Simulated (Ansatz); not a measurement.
Level of theory: DFT PBE, scalar-relativistic, plane waves, PAW (Ansatz). Several structures of Mg2GeN3 were relaxed, and the powder pattern of one of them was computed from 10° to 70° in 2θ (λ = 1.5406 Å; lines under 1 % are left out).

Cu Kα1 powder pattern (kinematic, no thermal factors).
```csv
2θ (°),relative intensity
17.31,36
17.34,66
24.94,82
30.20,38
30.25,84
35.03,3
35.09,6
35.28,54
35.33,100
36.09,78
39.57,20
40.29,6
40.30,12
46.90,7
46.99,4
47.75,16
47.78,34
50.61,12
50.64,9
51.17,2
51.22,4
53.67,55
53.76,27
58.47,8
60.57,6
60.62,1
60.65,2
62.79,5
62.91,7
64.37,17
64.40,31
65.68,2
65.75,4
65.84,9
65.96,20
66.39,45
66.47,22
67.23,7
68.67,4
68.80,5
```

**Question.** Which structure gives it?
A.

```cif
data_structure
_symmetry_space_group_name_H-M 'R-3m:H'
_symmetry_Int_Tables_number 166
_cell_length_a 3.0235
_cell_length_b 3.0235
_cell_length_c 23.8115
_cell_angle_alpha 90.000
_cell_angle_beta 90.000
_cell_angle_gamma 120.000
_cell_volume 188.52
loop_
_atom_site_label
_atom_site_type_symbol
_atom_site_symmetry_multiplicity
_atom_site_Wyckoff_symbol
_atom_site_fract_x
_atom_site_fract_y
_atom_site_fract_z
_atom_site_occupancy
Mg1 Mg 6 c 0.33333 0.66667 0.78175 1
Ge1 Ge 3 a 0.00000 0.00000 0.00000 1
N1 N 6 c 0.66667 0.33333 0.71293 1
N2 N 3 b 0.66667 0.33333 0.83333 1
```

B.

```cif
data_structure
_symmetry_space_group_name_H-M 'Imm2'
_symmetry_Int_Tables_number 44
_cell_length_a 3.0294
_cell_length_b 9.9480
_cell_length_c 4.9913
_cell_angle_alpha 90.000
_cell_angle_beta 90.000
_cell_angle_gamma 90.000
_cell_volume 150.42
loop_
_atom_site_label
_atom_site_type_symbol
_atom_site_symmetry_multiplicity
_atom_site_Wyckoff_symbol
_atom_site_fract_x
_atom_site_fract_y
_atom_site_fract_z
_atom_site_occupancy
Mg1 Mg 4 d 0.50000 0.16447 0.51179 1
Ge1 Ge 2 a 0.00000 0.00000 0.00775 1
N1 N 4 d 0.50000 0.34488 0.72028 1
N2 N 2 b 0.50000 0.00000 0.77811 1
```

C.

```cif
data_structure
_symmetry_space_group_name_H-M 'Cmc2_1'
_symmetry_Int_Tables_number 36
_cell_length_a 10.2217
_cell_length_b 5.9145
_cell_length_c 4.9733
_cell_angle_alpha 90.000
_cell_angle_beta 90.000
_cell_angle_gamma 90.000
_cell_volume 300.67
loop_
_atom_site_label
_atom_site_type_symbol
_atom_site_symmetry_multiplicity
_atom_site_Wyckoff_symbol
_atom_site_fract_x
_atom_site_fract_y
_atom_site_fract_z
_atom_site_occupancy
Mg1 Mg 8 b 0.33480 0.83324 0.02093 1
Ge1 Ge 4 a 0.50000 0.33693 0.00380 1
N1 N 8 b 0.65312 0.18097 0.08479 1
N2 N 4 a 0.50000 0.36140 0.62376 1
```

D.

```cif
data_structure
_symmetry_space_group_name_H-M 'C2/m'
_symmetry_Int_Tables_number 12
_cell_length_a 5.2490
_cell_length_b 9.1133
_cell_length_c 5.3229
_cell_angle_alpha 90.000
_cell_angle_beta 109.312
_cell_angle_gamma 90.000
_cell_volume 240.30
loop_
_atom_site_label
_atom_site_type_symbol
_atom_site_symmetry_multiplicity
_atom_site_Wyckoff_symbol
_atom_site_fract_x
_atom_site_fract_y
_atom_site_fract_z
_atom_site_occupancy
Mg1 Mg 2 c 0.00000 0.00000 0.50000 1
Mg2 Mg 4 h 0.50000 0.16281 0.50000 1
Mg3 Mg 2 b 0.50000 0.00000 0.00000 1
Ge1 Ge 4 g 0.50000 0.33384 0.00000 1
N1 N 8 j 0.75322 0.17617 0.22993 1
N2 N 4 i 0.77360 0.00000 0.76710 1
```

**Answer.** C. Its strongest line, at 2θ = 35.33°, has d = λ/(2 sin θ) = 2.539 Å and is the (3 1 1) reflection of the conventional Cmc2_1 cell with a = 10.222 Å, b = 5.915 Å, c = 4.973 Å. The others have their strongest lines at 11.1° (A); 32.4° (B); 41.9° (D).

The cells needn't be stable.
